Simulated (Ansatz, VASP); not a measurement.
V: VASP beside Ansatz

The input INCAR:

```
SYSTEM = V
ALGO = Normal
EDIFF = 1E-6
ENCUT = 520
GGA = PS
ISIF = 2
ISMEAR = -1
LASPH = .TRUE.
LCHARG = .TRUE.
LELF = .TRUE.
LREAL = .FALSE.
LVHAR = .TRUE.
LWAVE = .FALSE.
NBANDS = 26
NELM = 100
PREC = Accurate
SIGMA = 0.05
```

The input KPOINTS:

```
k-points
0
G
  10 10 14
  0 0 0
```

The input POSCAR:

```
V
1.0
    0.0000000000      2.9588263196     -2.9588263196
   -2.9588263196      0.0000000000      2.9588263196
    1.4794131598      1.4794131598      1.4794131598
V
3
Direct
    0.0000000000      0.0000000000      0.0000000000
    0.3333333330      0.6666666670      0.3333333330
    0.6666666670      0.3333333330      0.6666666670
```

Input for Ansatz:

```yaml
crystal:
  lattice:
    - [0.0, 2.9588263196, -2.9588263196]
    - [-2.9588263196, 0.0, 2.9588263196]
    - [1.4794131598, 1.4794131598, 1.4794131598]
  atoms:
    - { symbol: V, position: [0.0, 0.0, 0.0] }
    - { symbol: V, position: [0.333333333, 0.666666667, 0.333333333] }
    - { symbol: V, position: [0.666666667, 0.333333333, 0.666666667] }
kpoints:
  mp_grid: { grid: [10, 10, 14] }
scf:
  occupations: { method: fermi_dirac, width: 0.05 }
hamiltonian:
  xc: pbesol
  pseudopotentials: { kind: all_electron, lapw: { basis_error: 0.001 } }
output:
  forces: true
  stress: true
  eigenvalues: true
```

Alike in both runs: task single point; functional PBEsol; k mesh 10 × 10 × 14; occupations fermi-dirac, width 0.05 eV; no spin polarisation.

|  | VASP | Ansatz |
| --- | --- | --- |
| version | VASP 6.6.1 | Ansatz 0.2.0 |
| potentials or method | VASP PAW PBE potentials, release 64 (V_sv) | all-electron LAPW, scalar-relativistic |
| plane-wave cutoff (eV) | 520 | see its input |

|  | VASP | Ansatz | Ansatz less VASP |
| --- | --- | --- | --- |
| pressure (GPa) | 0.2 | -0.1 | -0.27 |

Ansatz ran all-electron here, so the differences hold the error of VASP's frozen core and of both bases.

Caveats: the PAW data sets were made with another functional, which shifts forces and pressure a little (VASP).
